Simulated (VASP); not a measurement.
# From VASP inputs to Ansatz: TePb (strained rocksalt)

INCAR

```
NBANDS = 17
ALGO = Normal
SIGMA = 0.01
METAGGA = R2SCAN
LASPH = .TRUE.
ENCUT = 520
IBRION = -1
LCHARG = .FALSE.
ISIF = 2
NSW = 0
LREAL = .FALSE.
PREC = Accurate
LWAVE = .FALSE.
NELM = 120
ISMEAR = 0
EDIFF = 1E-7
```

KPOINTS

```
KPOINTS created by Atomic Simulation Environment
0
Gamma
6 6 6
0 0 0
```

KPOINTS_OPT

```
special points
6
Reciprocal
0.0000000000 0.0000000000 0.0000000000 1
0.5000000000 0.0000000000 0.5000000000 1
0.6250000000 0.2500000000 0.6250000000 1
0.3750000000 0.3750000000 0.7500000000 1
0.5000000000 0.5000000000 0.5000000000 1
0.5000000000 0.2500000000 0.7500000000 1
```

POSCAR

```
Pb Te
 1.0000000000000000
     0.0000000000000000    3.3985503205000001    3.3985503205000001
     3.3985503205000001    0.0000000000000000    3.3985503205000001
     3.3985503205000001    3.3985503205000001    0.0000000000000000
 Pb  Te
   1   1
Cartesian
  0.0000000000000000  0.0000000000000000  0.0000000000000000
  3.3985503205000001  3.3985503205000001  3.3985503205000001
```

VASP ran with the recommended PBE PAW datasets (20 valence electrons in the cell).

Task: Translate these files to an Ansatz input.

Result: 

```yaml
crystal:
  lattice:
    - [0.0, 3.3985503205, 3.3985503205]
    - [3.3985503205, 0.0, 3.3985503205]
    - [3.3985503205, 3.3985503205, 0.0]
  atoms:
    - { symbol: Pb, position: [0.0, 0.0, 0.0] }
    - { symbol: Te, position: [0.5, 0.5, 0.5] }
kpoints:
  mp_grid: { grid: [6, 6, 6] }
  band_path:
    path:
      - [0.0, 0.0, 0.0]
      - [0.5, 0.0, 0.5]
      - [0.625, 0.25, 0.625]
      - [0.375, 0.375, 0.75]
      - [0.5, 0.5, 0.5]
      - [0.5, 0.25, 0.75]
    npoints: 1
hamiltonian:
  xc: r2scan
scf:
  occupations: { method: fixed }
  n_extra_bands: 4
output:
  forces: true
  stress: true
  eigenvalues: true
```

Other inputs would serve too.

```
                               VASP    Ansatz
gap between bands v and c   1.28 eV   1.28 eV
         least direct gap   1.28 eV   1.28 eV
                 pressure  -3.8 GPa  -3.8 GPa
```

The two codes use different PAW datasets and cutoffs. VASP's cell holds 20 valence electrons and Ansatz's 30. Ansatz's stress includes a Pulay correction; VASP's doesn't.
